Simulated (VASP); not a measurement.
# WS2 (Fm-3m) in VASP: further runs, part 2 of 2

VASP 6.6.1.

**6. Single point, PBE+U, collinear spin, ferromagnetic start**

The input, INCAR:

```
SYSTEM = WS2
PREC = Accurate ; ENCUT = 520
EDIFF = 1E-6 ; ISMEAR = 0
SIGMA = 0.05 ; LREAL = .False.
LASPH = .True. ; NELM = 80
ALGO = Normal ; ISIF = 2
LWAVE = .False. ; LCHARG = .False.
ISPIN = 2 ; MAGMOM = 0.5 0 0
LORBIT = 11 ; NUPDOWN = 2
LMAXMIX = 4 ; LDAU = .True.
LDAUTYPE = 2 ; LDAUL = 2 -1
LDAUU = 2 0 ; LDAUJ = 0 0
LDAUPRINT = 1 ; GGA = PE
```

The input, KPOINTS:

```
regular mesh
0
Gamma
  6 6 6
  0 0 0
```

The input, POSCAR:

```
WS2
1.0
    0.0000000000      3.0079352200      3.0079352200
    3.0079352200      0.0000000000      3.0079352200
    3.0079352200      3.0079352200      0.0000000000
W S
1 2
Direct
    0.0000000000      0.0000000000      0.0000000000
    0.2500000000      0.2500000000      0.2500000000
    0.7500000000      0.7500000000      0.7500000000
```

Potentials or basis: VASP PAW PBE potentials, release 64 (W_sv, S).

On the command line:

```sh
$ cat potpaw_PBE.64/W_sv/POTCAR potpaw_PBE.64/S/POTCAR > POTCAR
$ mpirun -np 1 vasp_std > vasp.out
```

OUTCAR:

```text
SYSTEM = WS2
   PREC = Accurate
   ENCUT = 520
   EDIFF = 1E-6
   ISMEAR = 0
   LREAL = .False.
   LASPH = .True.
   NELM = 80
   ISIF = 2
   ISPIN = 2
   LORBIT = 11
   NUPDOWN = 2
   GGA = PE

 ion  position               nearest neighbor table
   1  0.000  0.000  0.000-   3 2.60   3 2.60   3 2.60   2 2.60   3 2.60   2 2.60   2 2.60   2 2.60

   2  0.250  0.250  0.250-   1 2.60   1 2.60   1 2.60   1 2.60
   3  0.750  0.750  0.750-   1 2.60   1 2.60   1 2.60   1 2.60

  LATTYP: Found a face centered cubic cell.
 ALAT       =     6.0158704400

  Lattice vectors:

 A1 = (   0.0000000000,   3.0079352200,   3.0079352200)
 A2 = (   3.0079352200,   0.0000000000,   3.0079352200)
 A3 = (   3.0079352200,   3.0079352200,   0.0000000000)

Analysis of symmetry for initial positions (statically):
=====================================================================
 Subroutine PRICEL returns:
 Original cell was already a primitive cell.

 Routine SETGRP: Setting up the symmetry group for a
 face centered cubic supercell.

 Subroutine GETGRP returns: Found 48 space group operations
 (whereof 48 operations were pure point group operations)
 out of a pool of 48 trial point group operations.

The static configuration has the point symmetry O_h .

Analysis of symmetry for dynamics (positions and initial velocities):
=====================================================================
 Subroutine PRICEL returns:
 Original cell was already a primitive cell.

 Routine SETGRP: Setting up the symmetry group for a
 face centered cubic supercell.

 Subroutine GETGRP returns: Found 48 space group operations
 (whereof 48 operations were pure point group operations)
 out of a pool of 48 trial point group operations.

The dynamic configuration has the point symmetry O_h .

Analysis of structural, dynamic, and magnetic symmetry:
=====================================================================
[... 201 lines left out ...]

 val. band max:        8.0492783392   @ k =   0.5000   0.5000   0.0000
 cond. band min:       7.7664625430   @ k =  -0.3333   0.5000   0.1667
 fundamental gap:     -0.2828157962
 Fermi energy:         8.4403914588

 spin component 1

 k-point     1 :       0.0000    0.0000    0.0000
  band No.  band energies     occupation
      1     -67.8260      1.00000
      2     -32.0797      1.00000
      3     -32.0796      1.00000
      4     -32.0796      1.00000
      5      -7.8855      1.00000
      6      -3.5110      1.00000
[... 296 lines left out ...]
      3     -32.0890      1.00000
      4     -32.0861      1.00000
      5      -5.8036      1.00000
      6      -5.4529      1.00000
[... 9 lines left out ...]
     16       9.5985      0.00000
     17      10.9828      0.00000
 Fermi energy:         7.7656866969

 spin component 2

 k-point     1 :       0.0000    0.0000    0.0000
  band No.  band energies     occupation
      1     -67.0614      1.00000
      2     -31.0438      1.00000
      3     -31.0438      1.00000
      4     -31.0438      1.00000
      5      -7.7896      1.00000
      6      -3.5688      1.00000
[... 297 lines left out ...]
      4     -31.0505      1.00000
      5      -5.8048      1.00000
      6      -5.4373      1.00000
[... 9 lines left out ...]
     16      10.2534      0.00000
     17      11.3998      0.00000

------------------------ aborting loop because EDIFF is reached ----------------------------------------

  FORCE on cell =-STRESS in cart. coord.  units (eV):
  Direction    XX          YY          ZZ          XY          YZ          ZX
  --------------------------------------------------------------------------------------
  -------------------------------------------------------------------------------------
  Total       -0.6577481     -0.6577481     -0.6577481     -0.0000000     -0.0000000     -0.0000000
  in kB      -19.3613091    -19.3613091    -19.3613091     -0.0000000     -0.0000000     -0.0000000
  external PRESSURE =     -19.3613091 kB  Pullay stress =       0.0000000 kB

 VOLUME and BASIS-vectors are now :
 -----------------------------------------------------------------------------
  energy-cutoff  :      520.00
  volume of cell :       54.43
      direct lattice vectors                 reciprocal lattice vectors
     0.000000000  3.007935220  3.007935220    -0.166226984  0.166226984  0.166226984
     3.007935220  0.000000000  3.007935220     0.166226984 -0.166226984  0.166226984
     3.007935220  3.007935220  0.000000000     0.166226984  0.166226984 -0.166226984

 POSITION                                       TOTAL-FORCE (eV/Angst)
 -----------------------------------------------------------------------------------
      0.00000      0.00000      0.00000         0.000000      0.000000     -0.000000
      1.50397      1.50397      1.50397         0.000000      0.000000      0.000000
      4.51190      4.51190      4.51190        -0.000000     -0.000000     -0.000000
 -----------------------------------------------------------------------------------
    total drift:                                0.000000     -0.000000      0.000000

  FREE ENERGIE OF THE ION-ELECTRON SYSTEM (eV)
  ---------------------------------------------------
  free  energy   TOTEN  =       -19.4646160920 eV

  energy  without entropy=      -19.4637203845  energy(sigma->0) =      -19.46416824

 total charge

# of ion       s       p       d       tot
------------------------------------------
    1        2.301   6.219   3.141  11.661
    2        1.349   2.359   0.000   3.708
    3        1.349   2.359   0.000   3.708
--------------------------------------------------
tot          4.998  10.937   3.141  19.076

 magnetization (x)

# of ion       s       p       d       tot
------------------------------------------
    1        0.045   0.040   1.569   1.654
    2       -0.004  -0.045   0.000  -0.049
    3       -0.004  -0.045   0.000  -0.049
--------------------------------------------------
tot          0.037  -0.050   1.569   1.556
```

It took 43 s on 1 thread of AMD EPYC 7R43 (Zen 3), shared host; peak memory 0.18 GiB.

Results:

* Free energy: -19.4646 eV
* Pressure: -1.9 GPa
* Net moment: 2.00 μB per cell
* Site moments: W +1.65; S -0.05 μB
* Valence electrons inside the program's atomic spheres: W 11.66; S 3.71

Eigenvalues of the final occupation matrices:
| site | spin | trace | eigenvalues |
| --- | --- | --- | --- |
| site 1 d | 1 | 2.38 | 0.32 0.32 0.32 0.71 0.71 |
| site 1 d | 2 | 0.80 | 0.05 0.05 0.23 0.23 0.23 |

Caveat: the moment is held away from its start; the total moment is fixed, so each spin has its own Fermi level. The run has no spin-orbit coupling, so splittings on W are missing.

**7. The runs side by side**

| spin | fixed moment (μB) | gap on the mesh (eV) | pressure (GPa) | moment (μB) |
| --- | --- | --- | --- | --- |
| collinear, ferromagnetic start | - | none | -2.0 | 1.93 |
| collinear, random start | - | none | -2.0 | 1.93 |
| collinear, ferromagnetic start | 2 | - | -1.9 | 2.00 |

Alike in all rows: task single point; level PBE+U; potentials or basis VASP PAW PBE potentials, release 64 (W_sv, S); W d U = 2 eV; cell as given; k mesh 6 × 6 × 6; cutoff (eV) 520; smearing gaussian 0.05 eV.

Caveats: the moment is held away from its start (some runs); the total moment is fixed, so each spin has its own Fermi level (some runs).

Total energies depend on the potentials used, so only differences within one code and one set of settings carry meaning.
